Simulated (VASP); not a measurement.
# ZnH (F-43m) in VASP: a series of runs

One crystal, ZnH, is run at these levels: PBE, PBEsol, BLYP; tasks: relaxation of cell and atoms, relaxation of the atoms, single point.

Everything below comes from runs of VASP 6.6.1. Logs are shortened: lines on timing, memory, paths and dates and some standing lists are left out, and cuts for length are marked.

### Step 1. Starting point

It takes space group F-43m (No. 216, cubic). The conventional cell has a = 4.432 Å, b = 4.432 Å, c = 4.432 Å, α = 90.00°, β = 90.00°, γ = 90.00°. Zn (site symmetry -43m) has 4 H at 1.92 Å as nearest neighbours. H (site symmetry -43m) has 4 Zn at 1.92 Å as nearest neighbours.

The cell was built by a generator and needn't be a form met in nature.

### Step 2. Relaxation of cell and atoms, PBE

INCAR

```
ALGO = Fast ; EDIFF = 1E-7
EDIFFG = -0.005 ; ENCUT = 600
GGA = PE ; IBRION = 2
ISIF = 3 ; ISMEAR = 0
LASPH = True ; LCHARG = False
LREAL = False ; LWAVE = False
NELM = 60 ; NSW = 40
PREC = Accurate ; SIGMA = 0.05
```

KPOINTS

```
k-points
0
Gamma
  10 10 10
```

POSCAR

```
ZnH
1.0
    0.0000000000      2.2159400000      2.2159400000
    2.2159400000      0.0000000000      2.2159400000
    2.2159400000      2.2159400000      0.0000000000
Zn H
1 1
Direct
    0.0000000000      0.0000000000      0.0000000000
    0.2500000000      0.2500000000      0.2500000000
```

Potentials or basis: VASP PAW PBE potentials, release 64 (Zn, H).

Run with:

```console
$ cat potpaw_PBE.64/Zn/POTCAR potpaw_PBE.64/H/POTCAR > POTCAR
$ mpirun -np 1 vasp_std > vasp.out
```

OUTCAR:

```text
EDIFF = 1E-7
   EDIFFG = -0.005
   ENCUT = 600
   GGA = PE
   IBRION = 2
   ISIF = 3
   ISMEAR = 0
   LASPH = True
   LREAL = False
   NELM = 60
   NSW = 40
   PREC = Accurate

 ion  position               nearest neighbor table
   1  0.000  0.000  0.000-   2 1.92   2 1.92   2 1.92   2 1.92
   2  0.250  0.250  0.250-   1 1.92   1 1.92   1 1.92   1 1.92

  LATTYP: Found a face centered cubic cell.
 ALAT       =     4.4318800000

  Lattice vectors:

 A1 = (   0.0000000000,   2.2159400000,   2.2159400000)
 A2 = (   2.2159400000,   0.0000000000,   2.2159400000)
 A3 = (   2.2159400000,   2.2159400000,   0.0000000000)

Analysis of symmetry for initial positions (statically):
=====================================================================
 Subroutine PRICEL returns:
 Original cell was already a primitive cell.

 Routine SETGRP: Setting up the symmetry group for a
 face centered cubic supercell.

 Subroutine GETGRP returns: Found 24 space group operations
 (whereof 24 operations were pure point group operations)
 out of a pool of 48 trial point group operations.

The static configuration has the point symmetry T_d .

Analysis of symmetry for dynamics (positions and initial velocities):
=====================================================================
 Subroutine PRICEL returns:
 Original cell was already a primitive cell.

 Routine SETGRP: Setting up the symmetry group for a
 face centered cubic supercell.

 Subroutine GETGRP returns: Found 24 space group operations
 (whereof 24 operations were pure point group operations)
 out of a pool of 48 trial point group operations.

The dynamic configuration has the point symmetry T_d .

 Subroutine INISYM returns: Found 24 space group operations
 (whereof 24 operations are pure point group operations),
 and found     1 'primitive' translations

----------------------------------------------------------------------------------------

                                     Primitive cell

  volume of cell :      21.7623

  direct lattice vectors                    reciprocal lattice vectors
     0.000000000  2.215940000  2.215940000    -0.225637878  0.225637878  0.225637878
     2.215940000  0.000000000  2.215940000     0.225637878 -0.225637878  0.225637878
     2.215940000  2.215940000  0.000000000     0.225637878  0.225637878 -0.225637878

  length of vectors
     3.133812401  3.133812401  3.133812401     0.390816269  0.390816269  0.390816269

  position of ions in fractional coordinates (direct lattice)
     0.000000000  0.000000000  0.000000000
     0.250000000  0.250000000  0.250000000

  ion indices of the primitive-cell ions
[... 99 lines left out ...]
   LORBIT       =      0    0 simple, 1 ext, 2 COOP (PROOUT), +10 PAW based schemes
   GGA     = PE    functional components
   LHFCALC =     F    Hartree Fock is set to
   AEXX    =    0.0000 exact exchange contribution
   IVDW    =     0    specifies the selected vdW correction
   LEPSILON=     F    determine dielectric tensor
   LRPA    =     F    only Hartree local field effects (RPA)
 conjugate gradient relaxation of ions
 non-spin polarized calculation
 RMM-DIIS sequential band-by-band and
 Gauss-broadening in eV      SIGMA  =   0.05
  energy-cutoff  :      600.00
  volume of cell :       21.76
 maximum number of plane-waves:       745
 NGX is ok and might be reduce to    28
   NGX = 13   NGY = 13   NGZ = 13

--------------------------------------- Ionic step        1  -------------------------------------------

 number of electron      12.9999995 magnetization

 Free energy of the ion-electron system (eV)
  ---------------------------------------------------
  ext. energy  EPLUGINS =         0.00000000
  ---------------------------------------------------
  free energy    TOTEN  =        -3.54226069 eV

  energy without entropy =       -3.54076841  energy(sigma->0) =       -3.54151455

------------------------ aborting loop because EDIFF is reached ----------------------------------------

  FORCE on cell =-STRESS in cart. coord.  units (eV):
  Direction    XX          YY          ZZ          XY          YZ          ZX
  --------------------------------------------------------------------------------------
  -------------------------------------------------------------------------------------
  Total        0.0603356      0.0603356      0.0603356      0.0000000      0.0000000      0.0000000
  in kB        4.4420177      4.4420177      4.4420177      0.0000000      0.0000000      0.0000000
  external PRESSURE =       4.4420177 kB  Pullay stress =       0.0000000 kB
[... 95 lines left out ...]
--------------------------------------- Ionic step        4  -------------------------------------------

 number of electron      12.9999993 magnetization

 Free energy of the ion-electron system (eV)
  ---------------------------------------------------
  ext. energy  EPLUGINS =         0.00000000
  ---------------------------------------------------
  free energy    TOTEN  =        -3.54252271 eV

  energy without entropy =       -3.54115219  energy(sigma->0) =       -3.54183745

 E-fermi :   2.0190     XC(G=0): -10.4036

 val. band max:        2.0138357629   @ k =  -0.3000   0.5000   0.2000
 cond. band min:       2.0406052151   @ k =  -0.4000   0.4000   0.2000
 fundamental gap:      0.0267694522
 Fermi energy:         2.0190281052

 k-point     1 :       0.0000    0.0000    0.0000
  band No.  band energies     occupation
      1      -8.6873      2.00000
      2      -5.4865      2.00000
      3      -5.4865      2.00000
      4      -5.4865      2.00000
      5      -5.2443      2.00000
      6      -5.2443      2.00000
      7       8.2461      0.00000
      8      14.7342      0.00000
      9      14.7342      0.00000
     10      14.7342      0.00000
[... 287 lines left out ...]
 k-point    24 :       0.4000    0.3000    0.0000
  band No.  band energies     occupation
      1      -6.4611      2.00000
      2      -5.6455      2.00000
      3      -5.2660      2.00000
      4      -5.2137      2.00000
      5      -5.1140      2.00000
      6      -4.3301      2.00000
      7       3.6981      0.00000
      8       6.5939      0.00000
      9       8.3490      0.00000
     10       9.5975      0.00000

 [... further k-points ...]

------------------------ aborting loop because EDIFF is reached ----------------------------------------

  FORCE on cell =-STRESS in cart. coord.  units (eV):
  Direction    XX          YY          ZZ          XY          YZ          ZX
  --------------------------------------------------------------------------------------
  -------------------------------------------------------------------------------------
  Total       -0.0071748     -0.0071748     -0.0071748      0.0000000      0.0000000      0.0000000
  in kB       -0.5231511     -0.5231511     -0.5231511      0.0000000      0.0000000      0.0000000
  external PRESSURE =      -0.5231511 kB  Pullay stress =       0.0000000 kB
[... 17 lines left out ...]
  FREE ENERGIE OF THE ION-ELECTRON SYSTEM (eV)
  ---------------------------------------------------
  free  energy   TOTEN  =        -3.5425227117 eV

  energy  without entropy=       -3.5411521936  energy(sigma->0) =       -3.54183745

 reached required accuracy - stopping structural energy minimisation
```

OSZICAR:

```text
N       E                     dE             d eps       ncg     rms          rms(c)
DAV:   1     0.419835034447E+02    0.41984E+02   -0.76881E+03   940   0.195E+03
DAV:   2    -0.263892712547E+01   -0.44622E+02   -0.43256E+02   946   0.230E+02
DAV:   3    -0.379860184750E+01   -0.11597E+01   -0.11567E+01  1098   0.404E+01
DAV:   4    -0.380357958724E+01   -0.49777E-02   -0.49772E-02   970   0.283E+00
[... 33 lines left out ...]
RMM:   3    -0.354263461988E+01    0.22309E-03   -0.25184E-04   940   0.281E-01    0.737E-02
RMM:   4    -0.354252395852E+01    0.11066E-03   -0.77463E-05   940   0.978E-02    0.115E-02
RMM:   5    -0.354252314885E+01    0.80967E-06   -0.10468E-05   940   0.611E-02    0.298E-03
RMM:   6    -0.354252268481E+01    0.46405E-06   -0.11532E-06   939   0.150E-02    0.109E-03
RMM:   7    -0.354252271173E+01   -0.26924E-07   -0.88768E-08   579   0.437E-03
   4 F= -.35425227E+01 E0= -.35418375E+01  d E =-.262019E-03
```

Run time: 31 s. Hardware: 1 thread of Intel Xeon Platinum 8488C (Sapphire Rapids), shared host; peak memory 0.16 GiB.

Results:

```yaml
Free_energy: -3.5425 eV
Relaxed_volume: 10.99 Å³/atom
Relaxed_cell: a = 3.144 Å, b = 3.144 Å, c = 3.144 Å, α = 60.00°, β = 60.00°, γ = 60.00°
Space_group_after_relaxing_to_0.05_Å: F-43m (No. 216)
Energy_gained_by_relaxing: 0.1 meV/atom
Ionic_steps: 4
Pressure_after_relaxing: -0.1 GPa
Band_gap_on_the_k_mesh: none (metal or under the smearing width)
```

The path:
| step | energy change (eV) | largest force (eV/Å) | pressure (GPa) | volume (Å³) |
| --- | --- | --- | --- | --- |
| 1 | 0.0000 | 0.0000 | 0.44 | 21.76 |
| 2 | -0.0002 | 0.0000 | 0.30 | 21.86 |
| 3 | -0.0002 | 0.0000 | -0.23 | 22.06 |
| 4 | -0.0003 | 0.0000 | -0.05 | 21.97 |

Final structure:
```
CELL_PARAMETERS angstrom
0.00000 2.22308 2.22308
2.22308 0.00000 2.22308
2.22308 2.22308 0.00000
ATOMIC_POSITIONS crystal
Zn 0.00000 0.00000 0.00000
H 0.25000 0.25000 0.25000
```

Levels at points of the mesh, in eV from the Fermi level:
```csv
k point,band 4,band 5,band 6,band 7,band 8,band 9
"(0.00, 0.00, 0.00)",-7.51,-7.26,-7.26,6.23,12.72,12.72
"(0.50, 0.00, 0.00)",-7.13,-7.13,-5.43,-2.72,8.09,10.02
"(0.50, 0.50, 0.00)",-7.10,-7.10,-4.73,-0.59,5.34,5.34
```

[end of part 1 of 2]
